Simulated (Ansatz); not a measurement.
WS2, DFT, PBE, all-electron LAPW, scalar-relativistic (Ansatz 0.2.0), run on 1 thread of Intel(R) Xeon(R) Platinum 8488C (Sapphire Rapids) on a shared host.

The cell is COD entry 9012192, as deposited and not checked against the literature; nothing was relaxed. The listed cell was then made from it by scaling, straining or moving an atom.

Command: `ansatz run input.yaml --threads 1 --pin off --max-ram 4096MiB --backend cpu --events-out ev --progress --plain --runs-dir out`

```yaml
crystal:
  lattice:
    - [1.5947903881, 0.9207526599, 6.16333]
    - [-1.5947903881, 0.9207526599, 6.16333]
    - [0.0, -1.8415053197, 6.16333]
  atoms:
    - { symbol: W, position: [0.0, 0.0, 0.0] }
    - { symbol: S, position: [0.7503, 0.7503, 0.7503] }
    - { symbol: S, position: [0.581, 0.581, 0.581] }
kpoints:
  mp_grid: { grid: [13, 13, 13] }
  band_path:
    path:
      - [0.0, 0.0, 0.0]
      - [0.5, 0.5, 0.5]
      - [0.8184546719, 0.1815453281, 0.5]
      - [0.5, -0.1815453281, 0.1815453281]
      - [0.5, 0.0, 0.0]
      - [0.0, 0.0, 0.0]
      - [0.3407726641, -0.3407726641, 0.0]
      - [0.6592273359, 0.0, 0.3407726641]
      - [0.5, 0.0, 0.5]
    npoints: 5
scf:
  occupations: { method: fermi_dirac, width: 0.08 }
hamiltonian:
  xc: pbe
  pseudopotentials: { kind: all_electron, lapw: { basis_error: 0.0005 } }
output:
  forces: true
  stress: true
  eigenvalues: true
```

Question: How large is the problem that the program sets up?

Answer: 231 irreducible k-points, 671 plane waves at Γ, 44 bands.

Question: Estimate the wall time and the peak memory.

Answer: 3.7 min of wall time for 10 SCF iterations, with a peak of 1.2 GiB. Times on shared machines scatter by tens of per cent.
